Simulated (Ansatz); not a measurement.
# Ionic part of the dielectric constant of CaS at 25 GPa, mode by mode

These are results of DFT PBEsol, scalar-relativistic, plane waves, PAW (Ansatz), not measurements. Settings: 420 eV plane-wave cutoff, Γ-centred 10×10×10 mesh, fixed occupations. No spin polarisation. Phonons by linear response, acoustic sum rule imposed.

Symmetry: Fm-3m, No. 225, cubic system. The conventional cell has a = 5.191 Å, b = 5.191 Å, c = 5.191 Å, α = 90.00°, β = 90.00°, γ = 90.00°. Ca (site symmetry m-3m) has 6 S at 2.60 Å as nearest neighbours. S (site symmetry m-3m) is surrounded by 6 Ca at 2.60 Å.

Other phases may be more stable at this pressure.

The primitive cell has V = 34.97 Å³ and ε∞,zz = 6.357. Each polar mode adds Δε = (4.92064×10⁷/V)·S/ν² along z, with S its oscillator strength in e²/amu, ν in cm⁻¹ and V in Å³.

**Question.** From these modes, find each Δε and ε0,zz.
| ν (cm⁻¹) | S_zz (e²/amu) |
| --- | --- |
| 355.3 | 0.3141 |

**Answer.**
| ν (cm⁻¹) | Δε |
| --- | --- |
| 355.3 | 3.50 |

The sum is 3.500, so ε0,zz = 9.86; the run's tensor has 9.86.

**Question.** Where do the longitudinal modes lie for a wave vector along z?

**Answer.** At 442 cm⁻¹. The Lyddane–Sachs–Teller product Π(ν_LO/ν_TO)² = 1.55 matches ε0/ε∞ = 1.55.